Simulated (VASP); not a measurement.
# Bi (R-3m) in VASP: a series of runs, part 2 of 2

VASP 6.6.1.

## Step 4: Single point, PBEsol

INCAR reads:

```
SYSTEM = Bi
ALGO     = Normal         ! electronic algorithm
EDIFF    = 1E-6           ! SCF threshold, eV
ENCUT    = 520            ! plane-wave cutoff, eV
GGA      = PS             ! functional
ISIF     = 2              ! what is computed and relaxed
ISMEAR   = 0              ! smearing method
LASPH    = .True.         ! aspherical terms in the spheres
LCHARG   = .True.         ! write CHGCAR
LELF     = .True.         ! ELF
LREAL    = .False.        ! projectors in reciprocal space
LVHAR    = .True.       
LWAVE    = .False.        ! write WAVECAR
NELM     = 100            ! most SCF steps
PREC     = Accurate       ! precision mode
SIGMA    = 0.1            ! smearing width, eV
```

KPOINTS reads:

```
k-points
0
Gamma
  12 12 12
  0 0 0
```

POSCAR reads:

```
Bi
1.0
    2.2675000000      1.3091417400      3.9380000000
   -2.2675000000      1.3091417400      3.9380000000
    0.0000000000     -2.6182834700      3.9380000000
Bi
2
Direct
    0.2340000000      0.2340000000      0.2340000000
    0.7660000000      0.7660000000      0.7660000000
```

Launch:

```console
$ cat potpaw_PBE.64/Bi_d/POTCAR > POTCAR
$ mpirun -np 1 vasp_std > vasp.out
```

Wall time 68 s (1 thread of Intel Xeon 6975P-C (Granite Rapids), shared host); peak memory 0.34 GiB.

Results (log left out):

| Quantity | Value |
| --- | --- |
| Free energy | -8.6000 eV |
| Pressure | -0.3 GPa |
| Largest force | 0.161 eV/Å |
| Band gap on the k mesh | none (metal or under the smearing width) |

Forces in eV/Å, atoms in the order of the input:
```
Bi   0.000  0.000  0.161
Bi   0.000  0.000 -0.161
```

Stress tensor (GPa, compression positive):
```
-0.33  0.00  0.00
 0.00 -0.33  0.00
 0.00  0.00 -0.23
```

Levels at points of the mesh, in eV from the Fermi level:
```tsv
k point	band 13	band 14	band 15	band 16	band 17	band 18
(0.00, 0.00, 0.00)	-1.45	-1.20	-1.20	2.52	2.99	2.99
(0.50, 0.00, 0.00)	-1.31	-1.17	-0.26	-0.25	0.54	1.04
(0.50, 0.50, 0.00)	-4.71	-3.01	-2.91	2.33	4.99	5.46
(0.50, 0.50, 0.50)	-0.95	-0.59	-0.59	0.70	0.70	0.76
```

Caveat: the PAW data sets were made with another functional, which shifts forces and pressure a little; spin-orbit coupling is left out, which moves the levels of the heavy elements.

## Step 5: Relaxation of cell and atoms, PBEsol

INCAR reads:

```
SYSTEM = Bi
PREC = Accurate
ENCUT = 580
EDIFF = 1E-7
ISMEAR = 0
SIGMA = 0.1
LREAL = .False.
LASPH = .True.
NELM = 100
ALGO = Normal
ISIF = 3
LWAVE = .False.
LCHARG = .False.
GGA = PS
IBRION = 2
NSW = 90
EDIFFG = -0.005
```

KPOINTS reads:

```
Automatic mesh
0
Gamma
  12 12 12
  0 0 0
```

POSCAR is that of step 4.

Potentials or basis: VASP PAW PBE potentials, release 64 (Bi).

Launch:

```console
$ cat potpaw_PBE.64/Bi/POTCAR > POTCAR
$ mpirun -np 1 vasp_std > vasp.out
```

OUTCAR:

```text
SYSTEM = Bi
   PREC = Accurate
   ENCUT = 580
   EDIFF = 1E-7
   ISMEAR = 0
   LREAL = .False.
   LASPH = .True.
   NELM = 100
   ISIF = 3
   GGA = PS
   IBRION = 2
   NSW = 90
   EDIFFG = -0.005

 ion  position               nearest neighbor table
   1  0.234  0.234  0.234-   2 3.06   2 3.06   2 3.06   2 3.52   2 3.52   2 3.52
   2  0.766  0.766  0.766-   1 3.06   1 3.06   1 3.06   1 3.52   1 3.52   1 3.52

  LATTYP: Found a trigonal (rhomboedric) cell.
 ALAT       =     4.7289800534
 COS(alpha) =     0.5401781297

  Lattice vectors:

 A1 = (   2.2675000000,   1.3091417400,   3.9380000000)
 A2 = (  -2.2675000000,   1.3091417400,   3.9380000000)
 A3 = (   0.0000000000,  -2.6182834700,   3.9380000000)

Analysis of symmetry for initial positions (statically):
=====================================================================
 Subroutine PRICEL returns:
 Original cell was already a primitive cell.

 Routine SETGRP: Setting up the symmetry group for a
 trigonal (rhombohedral) supercell.

 Subroutine GETGRP returns: Found 12 space group operations
 (whereof 12 operations were pure point group operations)
 out of a pool of 12 trial point group operations.

The static configuration has the point symmetry D_3d.

[... 171 lines left out ...]
  Total       -0.0687252     -0.0687252     -0.0387351      0.0000000     -0.0000000      0.0000000
  in kB       -1.5698764     -1.5698764     -0.8848195      0.0000000     -0.0000000      0.0000000
  external PRESSURE =      -1.3415241 kB  Pullay stress =       0.0000000 kB
[... 239 lines left out ...]
--------------------------------------- Ionic step        8  -------------------------------------------

 number of electron      10.0000000 magnetization

 Free energy of the ion-electron system (eV)
  ---------------------------------------------------
  ext. energy  EPLUGINS =         0.00000000
  ---------------------------------------------------
  free energy    TOTEN  =        -8.57519757 eV

  energy without entropy =       -8.57397603  energy(sigma->0) =       -8.57458680

 E-fermi :   5.3020     XC(G=0):  -9.6400

 val. band max:        5.2966544857   @ k =   0.4167   0.0833   0.0833
 cond. band min:       5.3705123431   @ k =   0.4167   0.0000  -0.0000
 fundamental gap:      0.0738578574
 Fermi energy:         5.3020043200

 k-point     1 :       0.0000    0.0000    0.0000
  band No.  band energies     occupation
      1      -7.8772      2.00000
      2      -2.0626      2.00000
      3       3.8066      2.00000
      4       4.0561      2.00000
      5       4.0561      2.00000
      6       8.0478      0.00000
      7       8.3590      0.00000
      8       8.3590      0.00000
      9      10.7676      0.00000
[... 265 lines left out ...]
 k-point    24 :      -0.4167    0.1667    0.0000
  band No.  band energies     occupation
      1      -5.7573      2.00000
      2      -5.2140      2.00000
      3       2.2627      2.00000
      4       3.6016      2.00000
      5       3.9363      2.00000
      6       6.4590      0.00000
      7       6.6529      0.00000
      8       8.5947      0.00000
      9      12.0696      0.00000

 [... further k-points ...]
[... 5 lines left out ...]
  --------------------------------------------------------------------------------------
  -------------------------------------------------------------------------------------
  Total        0.0010459      0.0010459      0.0072821      0.0000000      0.0000000      0.0000000
  in kB        0.0243360      0.0243360      0.1694392      0.0000000      0.0000000      0.0000000
  external PRESSURE =       0.0727037 kB  Pullay stress =       0.0000000 kB
[... 17 lines left out ...]
  FREE ENERGIE OF THE ION-ELECTRON SYSTEM (eV)
  ---------------------------------------------------
  free  energy   TOTEN  =        -8.5751975748 eV

  energy  without entropy=       -8.5739760280  energy(sigma->0) =       -8.57458680

 reached required accuracy - stopping structural energy minimisation
```

CONTCAR:

```text
Bi
   1.00000000000000
     2.2646150850912123    1.3074761335389875    3.8758922592388134
    -2.2646150850912123    1.3074761335389875    3.8758922592388134
     0.0000000000000000   -2.6149522572482886    3.8758922592908807
  Bi
     2
Direct
     0.2370610719231802    0.2370610719231802    0.2370610719231631
     0.7629389280768200    0.7629389280768200    0.7629389280768369

  0.00000000E+00  0.00000000E+00  0.00000000E+00
  0.00000000E+00  0.00000000E+00  0.00000000E+00
```

Run time: 4.9 min. Hardware: 1 thread of Intel Xeon 6975P-C (Granite Rapids), shared host; peak memory 0.34 GiB.

Results:

```yaml
Free_energy: -8.5752 eV
Relaxed_volume: 34.43 Å³/atom
Relaxed_cell: a = 4.676 Å, b = 4.676 Å, c = 4.676 Å, α = 57.94°, β = 57.94°, γ = 57.94°
Space_group_after_relaxing_to_0.05_Å: R-3m (No. 166)
Energy_gained_by_relaxing: 3.6 meV/atom
Ionic_steps: 8
Pressure_after_relaxing: 0.0 GPa
Band_gap_on_the_k_mesh: none (metal or under the smearing width)
```

The path:
```csv
step,energy change (eV),largest force (eV/Å),pressure (GPa),volume (Å³)
1,0.0000,0.1897,-0.13,70.14
2,-0.0032,0.1304,-0.11,69.84
3,-0.0060,0.0170,-0.02,69.06
4,-0.0061,0.0006,-0.04,69.16
5,-0.0067,0.0066,0.03,68.98
6,-0.0070,0.0134,0.14,68.71
7,-0.0068,0.0215,-0.25,69.15
8,-0.0071,0.0017,0.01,68.86
```

Final structure:
```
Bi
1.0
     2.26462    1.30748    3.87589
    -2.26462    1.30748    3.87589
     0.00000   -2.61495    3.87589
Bi
2
Cartesian
  0.0000 0.0000 2.7565
  0.0000 0.0000 8.8712
```

Caveat: the PAW data sets were made with another functional, which shifts forces and pressure a little; spin-orbit coupling is left out, which moves the levels of the heavy elements.

## Step 6: The runs side by side

| task | potentials or basis | cell | k mesh | cutoff (eV) | gap on the mesh (eV) | pressure (GPa) | relaxed volume (Å³/atom) |
| --- | --- | --- | --- | --- | --- | --- | --- |
| relaxation of cell and atoms | VASP PAW PBE potentials, release 64 (Bi_d) | relaxed | 12 × 12 × 12 | 300 | none | 0.0 | 33.92 |
| relaxation of cell and atoms | VASP PAW PBE potentials, release 64 (Bi_d) | relaxed | 6 × 6 × 6 | 600 | none | 0.0 | 34.71 |
| single point | VASP PAW PBE potentials, release 64 (Bi_d) | as given | 12 × 12 × 12 | 520 | none | -0.3 | - |
| relaxation of cell and atoms | VASP PAW PBE potentials, release 64 (Bi) | relaxed | 12 × 12 × 12 | 580 | none | 0.0 | 34.43 |

Alike in all rows: level PBEsol; no spin polarisation; smearing gaussian 0.1 eV.

Caveats: the PAW data sets were made with another functional, which shifts forces and pressure a little; spin-orbit coupling is left out, which moves the levels of the heavy elements; the cutoff is under 1.25 times the usual one of these potentials, so pressure, stress and relaxed cells hold a basis-set (Pulay) error (some runs).

Total energies depend on the potentials used, so only differences within one code and one set of settings carry meaning.
